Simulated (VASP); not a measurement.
Set up this calculation in VASP 6.6.1, as the native input.

```yaml
Task: relaxation of cell and atoms
Functional: PBE
Potentials_or_basis: VASP PAW PBE potentials, release 64 (W_sv, C)
Cutoff: 600 eV
k_mesh: 7 × 7 × 5
Occupations: fermi-dirac, width 0.05 eV
Spin: no spin polarisation
Further_INCAR_settings: ALGO = Fast; EDIFF = 1e-06; IBRION = 2; EDIFFG = -0.01; NSW = 60; ISIF = 3
```

The structure of W2C lies in POSCAR:

```
W2C
1.0
    3.0700456420      0.0000000000      0.0000000000
   -1.5350228210      2.6587375167      0.0000000000
    0.0000000000      0.0000000000      4.6784280000
W C
2 1
Direct
    0.6666666667      0.3333333333      0.2536690000
    0.3333333333      0.6666666667      0.7463310000
    0.0000000000      0.0000000000      0.0000000000
```

The cell comes from a database or a generator and needn't be the stable form of this composition.

These files were run (other wordings do the same):

INCAR

```
PREC = Accurate ; ENCUT = 600
EDIFF = 1E-6 ; ISMEAR = -1
SIGMA = 0.05 ; LREAL = F
LASPH = T ; NELM = 60
ALGO = Fast ; ISIF = 3
LWAVE = F ; LCHARG = F
GGA = PE ; IBRION = 2
NSW = 60 ; EDIFFG = -0.01
```

KPOINTS

```
Automatic mesh
0
Gamma
  7 7 5
```

Potentials or basis: VASP PAW PBE potentials, release 64 (W_sv, C).

Run with:

```sh
$ cat potpaw_PBE.64/W_sv/POTCAR potpaw_PBE.64/C/POTCAR > POTCAR
$ mpirun -np 1 vasp_std > vasp.out
```

Results of the run:

```json
{"Relaxed volume": "12.67 Å³/atom", "Relaxed cell": "a = 3.067 Å, b = 3.067 Å, c = 4.668 Å, α = 90.00°, β = 90.00°, γ = 120.00°", "Space group after relaxing (to 0.05 Å)": "P-3m1 (No. 164)", "Energy gained by relaxing": "0.5 meV/atom", "Ionic steps": "6", "Pressure after relaxing": "0.0 GPa", "Largest force after relaxing": "0.003 eV/Å", "Band gap on the k mesh": "none (metal or under the smearing width)"}
```

Run time: 2.3 min on 1 thread of Intel(R) Xeon(R) Platinum 8488C (Sapphire Rapids), on a shared host, peak memory 0.2 GiB.
